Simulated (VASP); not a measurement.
## VASP 6.6.1 run: AlN

INCAR

```
SIGMA = 0.1
LCHARG = .FALSE.
NSW = 0
LREAL = .FALSE.
NBANDS = 5
ENCUT = 520
GGA = PE
IBRION = -1
PREC = Accurate
ISIF = 2
ISMEAR = -1
NELM = 84
LWAVE = .FALSE.
EDIFF = 1E-7
LASPH = .TRUE.
```

KPOINTS

```
KPOINTS created by Atomic Simulation Environment
0
Monkhorst-Pack
8 8 8
0 0 0
```

POSCAR

```
Al N
 1.0000000000000000
    -0.0211000000000000    2.1852999999999998    2.1709999999999998
     2.1223999999999998   -0.0368000000000000    2.1867000000000001
     2.0482000000000000    2.1267000000000000    0.0375000000000000
 Al  N
   1   1
Cartesian
  0.4136677700000000  2.2553179999999999  1.9199364399999996
  1.0104041600000000  1.0316530699999999  0.9861692600000000
```

The recommended PBE PAW datasets give the neutral cell 8 valence electrons.

Command

```
mpirun -np 1 vasp_std
```

Problem. Predict the outcome of this run.

Solution. It converged. Results: gap between bands v and c on the k mesh 2.27 eV; least direct gap on the k mesh 3.12 eV; pressure 38.9 GPa; largest force 5.24 eV/Å. Band v is the last that the valence electrons fill when counted band by band, and c is the next.

OSZICAR

```
N       E                     dE             d eps       ncg     rms          rms(c)
DAV:   1     0.303608418318E+02    0.30361E+02   -0.41080E+03  2620   0.138E+03
DAV:   2    -0.150419775164E+02   -0.45403E+02   -0.43388E+02  3680   0.239E+02
DAV:   3    -0.163381240013E+02   -0.12961E+01   -0.12961E+01  2950   0.581E+01
DAV:   4    -0.163461011205E+02   -0.79771E-02   -0.79771E-02  3785   0.435E+00
DAV:   5    -0.163461273314E+02   -0.26211E-04   -0.26211E-04  3120   0.203E-01    0.983E+00
DAV:   6    -0.133685847157E+02    0.29775E+01   -0.15964E+01  2690   0.422E+01    0.346E+00
DAV:   7    -0.133312831408E+02    0.37302E-01   -0.18299E-01  3110   0.636E+00    0.214E+00
DAV:   8    -0.133162943473E+02    0.14989E-01   -0.26003E-02  3320   0.301E+00    0.211E-01
DAV:   9    -0.133164504567E+02   -0.15611E-03   -0.19170E-03  3390   0.647E-01    0.163E-01
DAV:  10    -0.133165240968E+02   -0.73640E-04   -0.44255E-04  3150   0.327E-01    0.214E-02
DAV:  11    -0.133165292992E+02   -0.52024E-05   -0.57848E-05  2795   0.118E-01    0.184E-02
DAV:  12    -0.133165309623E+02   -0.16631E-05   -0.64845E-06  3105   0.410E-02    0.175E-03
DAV:  13    -0.133165309901E+02   -0.27769E-07   -0.48081E-07  2895   0.110E-02
   1 F= -.13316531E+02 E0= -.13316531E+02  d E =-.453661E-06
```

The shifted mesh misses Γ, so a band edge there is missed.

For comparison, a separate PBE run of the intended cell, on usual settings and not on those above, gives a gap of 1.93 eV on its mesh and a pressure of 38.9 GPa.
